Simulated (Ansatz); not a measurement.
Runs of Ansatz 0.2.0 on TiC. It takes space group Fm-3m (No. 225, cubic). Conventional cell: a = 4.331 Å, b = 4.331 Å, c = 4.331 Å, α = 90.00°, β = 90.00°, γ = 90.00°. Ti (site symmetry m-3m) has 6 C at 2.17 Å as nearest neighbours. C (site symmetry m-3m) has 6 Ti at 2.17 Å as nearest neighbours. The cell is a database's computed one.

```csv
task,level,potentials or basis,spin,U,cell,k mesh,cutoff (eV),smearing,hubbard projectors,double counting,broadening,gap on the mesh (eV),pressure (GPa),moment (μB)
single point,m-r2SCAN,JTH PAW,"non-collinear, random start",-,cell strained at random at fixed volume,8 × 8 × 8,1230,fermi-dirac 0.05 eV,-,-,-,none,0.6,0.00
ladder of functionals,r2SCAN+U,Ansatz PAW,off,Ti d U = 1 eV,as given,11 × 11 × 11,500,fermi-dirac 0.05 eV,ortho-atomic,fll,-,none,(a),-
optical spectrum,r2SCAN+rVV10,Ansatz PAW,off,-,as given,11 × 11 × 11,500,gaussian 0.05 eV,-,-,0.05 eV,none,-,-
atomic charges,m-r2SCAN,JTH PAW,"collinear, ferromagnetic start",-,as given,11 × 11 × 11,1230,cold 0.1 eV,-,-,-,none,0.4,0.00
```

Estimate the missing entries.

(a) 0.9.

Caveats: the magnetic or orbital state may not be the lowest (some runs); the starting moments weren't kept (some runs); the PAW data sets come from PBE, with cores solved anew for the run's functional, which leaves a small shift of forces and pressure (some runs); U without spin polarisation on a metal has little footing (some runs); the U is typed as a test and isn't derived for this compound (some runs); spectra need much finer meshes, so this one isn't converged (some runs); independent-particle spectra lack excitons (some runs).

A gap of «none» marks a metal or a gap under the smearing width.

Runs at the PBE level aren't shown here.
